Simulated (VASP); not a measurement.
# Si: single point with PBE

Si:

```
Si
1.0
     0.00000    2.72185    2.72185
     2.72185    0.00000    2.72185
     2.72185    2.72185    0.00000
Si
2
Direct
  0.50000 0.50000 0.50000
  0.75000 0.75000 0.75000
```

```yaml
Program: VASP 6.6.1
Task: single point
Functional: PBE
Potentials_or_basis: VASP PAW PBE potentials, release 64 (Si)
Cutoff: 520 eV
k_mesh: 8 × 8 × 8
Occupations: gaussian, width 0.013 eV
Spin: no spin polarisation
```

```yaml
Pressure: 1.3 GPa
Band_gap_on_the_k_mesh: 0.63 eV, indirect (least direct gap 2.56 eV)
```

Levels at points of the mesh, in eV from the valence-band top:
| k point | band 1 | band 2 | band 3 | band 4 | band 5 | band 6 | band 7 | band 8 |
| --- | --- | --- | --- | --- | --- | --- | --- | --- |
| (0.00, 0.00, 0.00) | -11.91 | 0.00 | 0.00 | 0.00 | 2.56 | 2.56 | 2.56 | 3.29 |
| (0.50, 0.00, 0.00) | -9.60 | -6.93 | -1.19 | -1.19 | 1.51 | 3.34 | 3.34 | 7.72 |
| (0.50, 0.50, 0.00) | -7.79 | -7.79 | -2.83 | -2.83 | 0.72 | 0.72 | 10.05 | 10.05 |

Wall time 8.2 s on 1 thread of AMD EPYC 9R45 (Zen 5), on a shared host, peak memory 0.12 GiB.

A k mesh can miss the band edges.
